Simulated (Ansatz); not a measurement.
# CsBr (CsCl type): the cost of one run

Method: DFT PBE, with the methods named in each step, in Ansatz 0.2.0.

**1. The starting structure**

The structure is cubic, space group Pm-3m (No. 221). Conventional cell: a = 4.388 Å, b = 4.388 Å, c = 4.388 Å, α = 90.00°, β = 90.00°, γ = 90.00°. Cs (site symmetry m-3m) has 8 Br at 3.80 Å in its first shell of neighbours. Around Br (site symmetry m-3m) lie 8 Cs at 3.80 Å.

Structure file:

```cif
data_structure
_symmetry_space_group_name_H-M 'Pm-3m'
_symmetry_Int_Tables_number 221
_cell_length_a 4.3882
_cell_length_b 4.3882
_cell_length_c 4.3882
_cell_angle_alpha 90.000
_cell_angle_beta 90.000
_cell_angle_gamma 90.000
_cell_volume 84.50
loop_
_atom_site_label
_atom_site_type_symbol
_atom_site_symmetry_multiplicity
_atom_site_Wyckoff_symbol
_atom_site_fract_x
_atom_site_fract_y
_atom_site_fract_z
_atom_site_occupancy
Cs1 Cs 1 a 0.00000 0.00000 0.00000 1
Br1 Br 1 b 0.50000 0.50000 0.50000 1
```

The file gives the conventional cell by its symmetry; the runs use the cell typed in the input.

Whether this phase is the stable one at these pressures isn't tested.

Atoms are numbered in the order of the input: Cs1, Br2.

**2. The reference volume, LAPW**

File input.yaml:

```yaml
crystal:
  lattice:
    - [4.3882232698, 0.0, 0.0]
    - [0.0, 4.3882232698, 0.0]
    - [0.0, 0.0, 4.3882232698]
  atoms:
    - { symbol: Cs, position: [0.0, 0.0, 0.0] }
    - { symbol: Br, position: [0.5, 0.5, 0.5] }
kpoints:
  mp_grid: { grid: [11, 11, 11] }
  band_path:
    path:
      - [0.0, 0.0, 0.0]
      - [0.0, 0.5, 0.0]
      - [0.5, 0.5, 0.0]
      - [0.0, 0.0, 0.0]
      - [0.5, 0.5, 0.5]
      - [0.0, 0.5, 0.0]
      - [0.5, 0.5, 0.5]
      - [0.5, 0.5, 0.0]
    npoints: 14
scf:
  occupations: { method: fermi_dirac, width: 0.1 }
hamiltonian:
  xc: pbe
  pseudopotentials: { kind: all_electron, lapw: { basis_error: 0.001 } }
output:
  forces: true
  stress: true
  eigenvalues: true
  populations: true
  dos: { projected: true, de: 0.2, e_range: [-14, 8] }
```

Started as:

```bash
$ ansatz run input.yaml --threads 1 --pin off --max-ram 2048MiB --backend cpu --events-out ev --progress --plain --runs-dir out
```

What time and memory should one allow on 1 thread of Arm Neoverse V1, shared host?

About 19 s, with a peak of 0.32 GiB.
